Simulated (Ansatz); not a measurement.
Pressure series in Ti3SiC2

Consider Ti3SiC2 (space group P6_3/mmc, No. 194; a = 3.0728 Å, c = 17.7228 Å).

Cell and atoms are relaxed at each pressure.

All numbers come from Ansatz (a first-principles code), PBE, PAW, cutoff 420 eV, no spin-orbit coupling.

Notes on the quantities. enthalpy: H = E + PV relative to the base's energy.

| case | lattice parameter a | enthalpy |
|---|---|---|
| base | 5.807 bohr | – |
| pressure −2 GPa | 5.828 bohr | -0.15 eV/atom |
| pressure −1 GPa | 5.817 bohr | -0.08 eV/atom |
| pressure 0.3 GPa | 5.804 bohr | +0.02 eV/atom |
| pressure 0.7 GPa | 5.799 bohr | +0.05 eV/atom |
| pressure 1.5 GPa | 5.791 bohr | +0.11 eV/atom |
| pressure 3 GPa | 5.776 bohr | +0.22 eV/atom |
| pressure 5 GPa | 5.757 bohr | +0.37 eV/atom |
| pressure 7.5 GPa | 5.734 bohr | +0.55 eV/atom |
| pressure 10 GPa | 5.711 bohr | +0.73 eV/atom |

Load acts through the strain it causes; cell and atoms are relaxed under it. Stability against distortions was not tested. Competing high-pressure phases were not computed. The final runs are not spin-polarised.
